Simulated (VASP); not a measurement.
# V (P6_3/mmc) in VASP: a series of runs

Runs on V. Level: PBE. Tasks: single point.

All numbers are computed with VASP 6.6.1; they aren't measurements. Logs are shortened: lines on timing, memory, paths and dates and some standing lists are left out, and cuts for length are marked.

### Step 1. Starting point

The structure is hexagonal, space group P6_3/mmc (No. 194). Conventional cell: a = 2.604 Å, b = 2.604 Å, c = 4.723 Å, α = 90.00°, β = 90.00°, γ = 120.00°. V (site symmetry -6m2) is surrounded by 12 V at 2.60 to 2.80 Å.

This isn't the form of V at room conditions, which is bcc.

### Step 2. Single point, PBE, collinear spin, ferromagnetic start

INCAR

```
  PREC = Low
  ENCUT = 460
  EDIFF = 1E-6
  ISMEAR = 0
  SIGMA = 0.1
  LREAL = F
  LASPH = T
  NELM = 100
  ALGO = Normal
  ISIF = 2
  LWAVE = F
  LCHARG = F
  ISPIN = 2
  MAGMOM = 2 2
  LORBIT = 11
  LMAXMIX = 4
  GGA = PE
  ADDGRID = F
```

KPOINTS

```
Automatic mesh
0
Gamma
  15 15 8
```

POSCAR

```
V
1.0
    2.6042941027      0.0000000000      0.0000000000
   -1.3021470513      2.2553848518      0.0000000000
    0.0000000000      0.0000000000      4.7233360000
V
2
Direct
    0.3333333333      0.6666666667      0.2500000000
    0.6666666667      0.3333333333      0.7500000000
```

Potentials or basis: VASP PAW PBE potentials, release 64 (V_sv).

Command:

```console
cat potpaw_PBE.64/V_sv/POTCAR > POTCAR
mpirun -np 1 vasp_std > vasp.out
```

OUTCAR:

```text
PREC = Low
   ENCUT = 460
   EDIFF = 1E-6
   ISMEAR = 0
   LREAL = F
   LASPH = T
   NELM = 100
   ISIF = 2
   ISPIN = 2
   LORBIT = 11
   GGA = PE

 Found    135 irreducible k-points:

 Following reciprocal coordinates:
            Coordinates               Weight
  0.000000  0.000000  0.000000      1.000000
  0.066667 -0.000000  0.000000      6.000000
  0.133333 -0.000000  0.000000      6.000000
  0.200000 -0.000000  0.000000      6.000000
  0.266667 -0.000000  0.000000      6.000000
  0.333333 -0.000000  0.000000      6.000000
   k-points           NKPTS =    135   k-points in BZ     NKDIM =    135   number of bands    NBANDS=     19
   number of dos      NEDOS =    301   number of ions     NIONS =      2
   total plane-waves  NPLWV =   5488
   dimension x,y,z NGX =    14 NGY =   14 NGZ =   28
   dimension x,y,z NGXF=    14 NGYF=   14 NGZF=   28
   ions per type =               2
   NGX,Y,Z   is equivalent  to a cutoff of   8.94,  8.94,  9.86 a.u.
   NGXF,Y,Z  is equivalent  to a cutoff of   8.94,  8.94,  9.86 a.u.
 SYSTEM =  unknown system
   PREC   = low       normal or accurate (medium, high low for compatibility)
   ISTART =      0    job   : 0-new  1-cont  2-samecut
   ICHARG =      2    charge: 1-file 2-atom 10-const
   ISPIN  =      2    spin polarized calculation?
   LNONCOLLINEAR =      F non collinear calculations
   LSORBIT =      F    spin-orbit coupling
   LASPH  =      T    aspherical Exc in radial PAW
   ENCUT  =  460.0 eV  33.81 Ry    5.81 a.u.   4.55  4.55  8.26*2*pi/ulx,y,z
   NELM   =    100;   NELMIN=  2; NELMDL= -5     # of ELM steps
   EDIFF  = 0.1E-05   stopping-criterion for ELM
   LREAL  =      F    real-space projection
   EDIFFG = 0.1E-04   stopping-criterion for IOM
   NSW    =      0    number of steps for IOM
   IBRION =     -1    ionic relax: 0-MD 1-quasi-New 2-CG
   NFREE  =      0    steps in history (QN), initial steepest desc. (CG)
   ISIF   =      2    stress and relaxation
   ISYM   =      2    0-nonsym 1-usesym 2-fastsym
   POTIM  = 0.5000    time-step for ionic-motion
   TEBEG  =    0.0;   TEEND  =   0.0 temperature during run
   PSTRESS=    0.0 pullay stress
   NELECT =      26.0000    total number of electrons
   NUPDOWN=      -1.0000    fix difference up-down
   EMIN   =  10.00;   EMAX   =-10.00  energy-range for DOS
   EFERMI =   0.00;   METHOD = LEGACY
   ISMEAR =     0;   SIGMA  =   0.10  broadening in eV -4-tet -1-fermi 0-gaus
   EFERMI_NEDOS =   21; number of points for ismear=-14 and -15
   IALGO  =     38    algorithm
   IMIX   =      4    mixing-type and parameters
     AMIX     =   0.40;   BMIX     =  1.00
     AMIX_MAG =   1.60;   BMIX_MAG =  1.00
  volume/ion in A,a.u.               =      13.87        93.61
  Fermi-wavevector in a.u.,A,eV,Ry     =   1.602062  3.027459 34.920768  2.566604
  Thomas-Fermi vector in A             =   2.698942
   LORBIT       =     11    0 simple, 1 ext, 2 COOP (PROOUT), +10 PAW based schemes
   GGA     = PE    functional components
   LHFCALC =     F    Hartree Fock is set to
   AEXX    =    0.0000 exact exchange contribution
   IVDW    =     0    specifies the selected vdW correction
   LEPSILON=     F    determine dielectric tensor
   LRPA    =     F    only Hartree local field effects (RPA)
 spin polarized calculation
 Gauss-broadening in eV      SIGMA  =   0.10
  energy-cutoff  :      460.00
  volume of cell :       27.74
 maximum number of plane-waves:       646
   NGX =  9   NGY =  9   NGZ = 17

 number of electron      25.9997949 magnetization       0.0007305

 Free energy of the ion-electron system (eV)
  ---------------------------------------------------
  ext. energy  EPLUGINS =         0.00000000
  ---------------------------------------------------
  free energy    TOTEN  =       -17.48737022 eV

  energy without entropy =      -17.46871927  energy(sigma->0) =      -17.47804475

 E-fermi :   9.6972     XC(G=0): -12.7272

 val. band max:        9.6926271823   @ k =   0.2667   0.0667   0.5000
 cond. band min:       9.6996038676   @ k =   0.0667   0.0667   0.3750
 fundamental gap:      0.0069766853
 Fermi energy:         9.6971850062

 spin component 1

 k-point     1 :       0.0000    0.0000    0.0000
  band No.  band energies     occupation
      1     -54.3282      1.00000
      2     -54.2215      1.00000
      3     -28.4282      1.00000
      4     -27.7965      1.00000
      5     -27.6614      1.00000
      6     -27.6610      1.00000
      7     -27.6044      1.00000
      8     -27.6039      1.00000
      9       2.8465      1.00000
     10       6.2648      1.00000
     11       9.1127      1.00000
     12       9.4563      0.99967
     13      10.0265      0.00000
     14      10.0273      0.00000
     15      10.3385      0.00000
     16      10.3394      0.00000
     17      11.5295      0.00000
     18      11.5298      0.00000
     19      12.5721      0.00000

 k-point     2 :       0.0667   -0.0000    0.0000
  band No.  band energies     occupation
      1     -54.3203      1.00000
      2     -54.2157      1.00000
      3     -28.4165      1.00000
      4     -27.7972      1.00000
      5     -27.6988      1.00000
      6     -27.6713      1.00000
      7     -27.6425      1.00000
      8     -27.6113      1.00000
      9       3.0050      1.00000
     10       6.4049      1.00000
     11       9.1521      1.00000
     12       9.2316      1.00000
     13       9.9474      0.00020
     14      10.1383      0.00000
     15      10.2505      0.00000
     16      10.4446      0.00000
     17      11.3940      0.00000
     18      11.4573      0.00000
     19      12.5929      0.00000

 k-point     3 :       0.1333   -0.0000    0.0000
  band No.  band energies     occupation
      1     -54.2976      1.00000
      2     -54.1991      1.00000
      3     -28.3816      1.00000
      4     -27.8051      1.00000
      5     -27.7993      1.00000
      6     -27.7492      1.00000
      7     -27.6993      1.00000
      8     -27.6312      1.00000
      9       3.4643      1.00000
     10       6.7867      1.00000
     11       8.7404      1.00000
     12       9.1674      1.00000
     13       9.7945      0.08442
     14      10.0937      0.00000
     15      10.4620      0.00000
     16      10.7502      0.00000
     17      11.0778      0.00000
     18      11.2719      0.00000
     19      12.6341      0.00000

 k-point     4 :       0.2000   -0.0000    0.0000
  band No.  band energies     occupation
      1     -54.2638      1.00000
      2     -54.1750      1.00000
      3     -28.3282      1.00000
      4     -27.9621      1.00000
      5     -27.9033      1.00000
      6     -27.8048      1.00000
      7     -27.7395      1.00000
      8     -27.6614      1.00000
      9       4.1726      1.00000
     10       7.2563      1.00000
     11       8.2105      1.00000
     12       9.0256      1.00000
     13       9.5312      0.99056
     14      10.3047      0.00000
     15      10.6625      0.00000
     16      10.9675      0.00000
     17      11.0319      0.00000
     18      11.2227      0.00000
     19      12.6650      0.00000

 k-point     5 :       0.2667   -0.0000    0.0000
  band No.  band energies     occupation
      1     -54.2239      1.00000
      2     -54.1479      1.00000
      3     -28.2621      1.00000
      4     -28.1412      1.00000
      5     -28.0755      1.00000
      6     -27.8157      1.00000
      7     -27.7846      1.00000
      8     -27.6963      1.00000
      9       5.0323      1.00000
     10       7.4671      1.00000
     11       7.7445      1.00000
     12       8.9850      1.00000
     13       9.3466      1.00000
     14      10.2199      0.00000
     15      10.7863      0.00000
     16      10.8883      0.00000
     17      11.5991      0.00000
     18      11.8043      0.00000
     19      12.6755      0.00000

 k-point     6 :       0.3333   -0.0000    0.0000
  band No.  band energies     occupation
      1     -54.1843      1.00000
      2     -54.1231      1.00000
      3     -28.3115      1.00000
      4     -28.2364      1.00000
      5     -28.1915      1.00000
      6     -27.8333      1.00000
      7     -27.8269      1.00000
      8     -27.7301      1.00000
      9       5.8733      1.00000
     10       7.3046      1.00000
     11       7.3820      1.00000
     12       8.9357      1.00000
     13       9.6426      0.77994
     14       9.8195      0.04182
     15      10.5717      0.00000
     16      11.7252      0.00000
     17      12.2673      0.00000
     18      12.4106      0.00000
     19      12.6699      0.00000

 [... further k-points ...]

 spin component 2

 k-point     1 :       0.0000    0.0000    0.0000
  band No.  band energies     occupation
      1     -54.3279      1.00000
      2     -54.2212      1.00000
      3     -28.4279      1.00000
      4     -27.7962      1.00000
      5     -27.6611      1.00000
      6     -27.6607      1.00000
      7     -27.6041      1.00000
      8     -27.6037      1.00000
      9       2.8467      1.00000
     10       6.2651      1.00000
     11       9.1131      1.00000
     12       9.4565      0.99967
     13      10.0268      0.00000
     14      10.0276      0.00000
     15      10.3388      0.00000
     16      10.3397      0.00000
     17      11.5297      0.00000
     18      11.5300      0.00000
     19      12.5721      0.00000

 k-point     2 :       0.0667   -0.0000    0.0000
  band No.  band energies     occupation
      1     -54.3201      1.00000
      2     -54.2154      1.00000
      3     -28.4162      1.00000
      4     -27.7970      1.00000
      5     -27.6986      1.00000
      6     -27.6711      1.00000
      7     -27.6422      1.00000
      8     -27.6110      1.00000
      9       3.0053      1.00000
     10       6.4052      1.00000
     11       9.1525      1.00000
     12       9.2319      1.00000
     13       9.9477      0.00020
     14      10.1386      0.00000
     15      10.2508      0.00000
     16      10.4449      0.00000
     17      11.3942      0.00000
     18      11.4575      0.00000
     19      12.5931      0.00000

 k-point     3 :       0.1333   -0.0000    0.0000
  band No.  band energies     occupation
      1     -54.2974      1.00000
      2     -54.1988      1.00000
      3     -28.3813      1.00000
      4     -27.8049      1.00000
      5     -27.7991      1.00000
      6     -27.7489      1.00000
      7     -27.6990      1.00000
      8     -27.6309      1.00000
      9       3.4645      1.00000
     10       6.7870      1.00000
     11       8.7406      1.00000
     12       9.1677      1.00000
     13       9.7948      0.08378
     14      10.0940      0.00000
     15      10.4623      0.00000
     16      10.7505      0.00000
     17      11.0780      0.00000
     18      11.2721      0.00000
     19      12.6343      0.00000

 k-point     4 :       0.2000   -0.0000    0.0000
  band No.  band energies     occupation
      1     -54.2635      1.00000
      2     -54.1748      1.00000
      3     -28.3280      1.00000
      4     -27.9618      1.00000
      5     -27.9030      1.00000
      6     -27.8046      1.00000
      7     -27.7392      1.00000
      8     -27.6612      1.00000
      9       4.1729      1.00000
     10       7.2566      1.00000
     11       8.2107      1.00000
     12       9.0259      1.00000
     13       9.5315      0.99045
     14      10.3051      0.00000
     15      10.6627      0.00000
     16      10.9678      0.00000
     17      11.0321      0.00000
     18      11.2230      0.00000
     19      12.6652      0.00000

 k-point     5 :       0.2667   -0.0000    0.0000
  band No.  band energies     occupation
      1     -54.2236      1.00000
      2     -54.1477      1.00000
      3     -28.2619      1.00000
      4     -28.1409      1.00000
      5     -28.0753      1.00000
      6     -27.8154      1.00000
      7     -27.7843      1.00000
      8     -27.6961      1.00000
      9       5.0326      1.00000
     10       7.4674      1.00000
     11       7.7447      1.00000
     12       8.9853      1.00000
     13       9.3469      1.00000
     14      10.2201      0.00000
     15      10.7865      0.00000
     16      10.8886      0.00000
     17      11.5993      0.00000
     18      11.8045      0.00000
     19      12.6757      0.00000

 k-point     6 :       0.3333   -0.0000    0.0000
  band No.  band energies     occupation
      1     -54.1840      1.00000
      2     -54.1228      1.00000
      3     -28.3113      1.00000
      4     -28.2362      1.00000
      5     -28.1913      1.00000
      6     -27.8331      1.00000
      7     -27.8266      1.00000
      8     -27.7299      1.00000
      9       5.8736      1.00000
     10       7.3049      1.00000
     11       7.3822      1.00000
     12       8.9360      1.00000
     13       9.6429      0.77854
     14       9.8197      0.04155
     15      10.5719      0.00000
     16      11.7256      0.00000
     17      12.2676      0.00000
     18      12.4109      0.00000
     19      12.6701      0.00000

 [... further k-points ...]
[... 5 lines left out ...]
  --------------------------------------------------------------------------------------
  -------------------------------------------------------------------------------------
  Total        0.0121092      0.0121092     -0.3918836      0.0000000      0.0000000      0.0000000
  in kB        0.6993070      0.6993070    -22.6312293      0.0000000      0.0000000      0.0000000
  external PRESSURE =      -7.0775384 kB  Pullay stress =       0.0000000 kB

 VOLUME and BASIS-vectors are now :
 -----------------------------------------------------------------------------
  energy-cutoff  :      460.00
  volume of cell :       27.74
      direct lattice vectors                 reciprocal lattice vectors
     2.604294103  0.000000000  0.000000000     0.383981210  0.221691655  0.000000000
    -1.302147051  2.255384852  0.000000000     0.000000000  0.443383310  0.000000000
     0.000000000  0.000000000  4.723336000     0.000000000  0.000000000  0.211714771

 POSITION                                       TOTAL-FORCE (eV/Angst)
 -----------------------------------------------------------------------------------
     -0.00000      1.50359      1.18083        -0.000000      0.000000      0.000000
      1.30215      0.75179      3.54250         0.000000     -0.000000      0.000000
 -----------------------------------------------------------------------------------
    total drift:                                0.000000     -0.000000      0.000000

  FREE ENERGIE OF THE ION-ELECTRON SYSTEM (eV)
  ---------------------------------------------------
  free  energy   TOTEN  =       -17.4873702187 eV

  energy  without entropy=      -17.4687192741  energy(sigma->0) =      -17.47804475

 total charge

# of ion       s       p       d       tot
------------------------------------------
    1        2.343   6.210   3.075  11.628
    2        2.343   6.210   3.075  11.628
--------------------------------------------------
tot          4.686  12.420   6.150  23.256

 magnetization (x)

# of ion       s       p       d       tot
------------------------------------------
    1        0.000   0.000   0.000   0.000
    2        0.000   0.000   0.000   0.000
--------------------------------------------------
tot          0.000   0.000   0.000   0.000
```

Wall time 39 s (1 thread of Intel Xeon Platinum 8488C (Sapphire Rapids), shared host); peak memory 0.17 GiB.

These settings aren't checked as converged: the numbers below hold their error.

Results:

```yaml
Free_energy: -17.4874 eV
Pressure: -0.7 GPa
Band_gap_on_the_k_mesh: none (metal or under the smearing width)
Net_moment: 0.00 μB per cell
Valence_electrons_inside_the_program's_atomic_spheres: V 11.63
```

### Step 3. Single point, PBE, collinear spin, ferromagnetic start

INCAR is that of step 2.

KPOINTS is that of step 2.

POSCAR

```
V
1.0
    2.6042941027      0.0000000000      0.0000000000
   -1.3021470513      2.2553848518      0.0000000000
    0.0000000000      0.0000000000      4.7233360000
V
2
Direct
    0.3610050000      0.6924900000      0.2406650000
    0.6997010000      0.3498080000      0.7667620000
```

Potentials or basis: VASP PAW PBE potentials, release 64 (V_sv).

Command:

```console
cat potpaw_PBE.64/V_sv/POTCAR > POTCAR
mpirun -np 1 vasp_std > vasp.out
```

It took 3.9 min on 1 thread of Intel Xeon Platinum 8488C (Sapphire Rapids), shared host; peak memory 0.56 GiB.

The run converged, but some of its settings lie outside the range that counts as converged, so its numbers aren't taken as properties of the crystal.

What came out:

```
Free energy                                           : -17.4177 eV
Pressure                                              : 0.5 GPa
Largest force                                         : 1.174 eV/Å
Band gap on the k mesh                                : none (metal or under the smearing width)
Net moment                                            : 0.00 μB per cell
Valence electrons inside the program's atomic spheres : V 11.64
```

### Step 4. Single point, PBE, collinear spin, ferromagnetic start

INCAR: that of step 3 with these lines changed.

```diff
@@ -1,2 +1,2 @@
-  PREC = Low
+  PREC = Normal
   ENCUT = 460
```

KPOINTS is that of step 3.

POSCAR

```
V
1.0
    2.6042941027      0.0000000000      0.0000000000
   -1.3021470513      2.2553848518      0.0000000000
    0.0000000000      0.0000000000      4.7233360000
V
2
Direct
    0.3333333333      0.6666666667      0.2500000000
    0.6666666667      0.3333333333      0.7500000000
```

Command:

```console
cat potpaw_PBE.64/V_sv/POTCAR > POTCAR
mpirun -np 1 vasp_std > vasp.out
```

Wall time 44 s (1 thread of Intel Xeon Platinum 8488C (Sapphire Rapids), shared host); peak memory 0.18 GiB.

These settings aren't checked as converged: the numbers below hold their error.

Results:

```yaml
Free_energy: -17.4854 eV
Pressure: -0.8 GPa
Band_gap_on_the_k_mesh: none (metal or under the smearing width)
Net_moment: 0.00 μB per cell
Valence_electrons_inside_the_program's_atomic_spheres: V 11.63
```

### Step 5. For comparison

An earlier run on the cell as given: functional PBE; potentials or basis VASP PAW PBE potentials, release 64 (V_sv); cutoff 520 eV; k mesh 12 × 12 × 6; occupations fermi-dirac, width 0.05 eV; collinear spin, ferromagnetic start; starting moments [2.0, 2.0] μB.

* Pressure: -0.3 GPa
* Band gap on the k mesh: none (metal or under the smearing width)
* Net moment: 0.00 μB per cell
* Valence electrons inside the program's atomic spheres: V 11.63
